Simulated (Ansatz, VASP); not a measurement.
## Be: VASP beside Ansatz

The input INCAR:

```
  PREC = Accurate
  ENCUT = 520
  EDIFF = 1E-7
  ISMEAR = -1
  SIGMA = 0.1
  LREAL = False
  LASPH = True
  NELM = 100
  ALGO = Normal
  ISIF = 2
  LWAVE = False
  LCHARG = False
  GGA = PE
  NBANDS = 9
```

File KPOINTS:

```
Automatic mesh
0
Gamma
  13 13 7
```

The input POSCAR:

```
Be
1.0
    2.2656737714      0.0000000000      0.0000000000
   -1.1328368857      1.9621310427      0.0000000000
    0.0000000000      0.0000000000      3.5587036811
Be
2
Direct
    0.3333333333      0.6666666667      0.2500000000
    0.6666666667      0.3333333333      0.7500000000
```

Input for Ansatz:

```yaml
crystal:
  lattice:
    - [2.2656737714, 0.0, 0.0]
    - [-1.1328368857, 1.9621310427, 0.0]
    - [0.0, 0.0, 3.5587036811]
  atoms:
    - { symbol: Be, position: [0.3333333333, 0.6666666667, 0.25] }
    - { symbol: Be, position: [0.6666666667, 0.3333333333, 0.75] }
hamiltonian:
  xc: pbe
  pseudopotentials:
    kind: paw
    azcp:
      Be: "pseudopotentials/Be.paw.azcp"
basis:
  ecutwfc: 420
  fft_grid_basis: typed
kpoints:
  mp_grid: { grid: [13, 13, 7], shift: [0, 0, 0] }
magnetization:
  spin_polarized: false
scf:
  occupations: { method: fermi_dirac, width: 0.1 }
  lower_state_search: "off"
output:
  stress: true
```

Alike in both runs: task single point; functional PBE; k mesh 13 × 13 × 7; occupations fermi-dirac, width 0.1 eV; no spin polarisation.

|  | VASP | Ansatz |
| --- | --- | --- |
| version | VASP 6.6.1 | Ansatz 0.2.0 |
| potentials or method | VASP PAW PBE potentials, release 64 (Be) | plane waves (420 eV) with PAW, scalar-relativistic |
| plane-wave cutoff (eV) | 520 | 420 |
| valence electrons in the cell | 4 | 4 |

```tsv
	VASP	Ansatz	Ansatz less VASP
pressure (GPa)	0.2	0.1	-0.15
largest component of the traceless stress (GPa)	1.13	1.17	+0.034
```
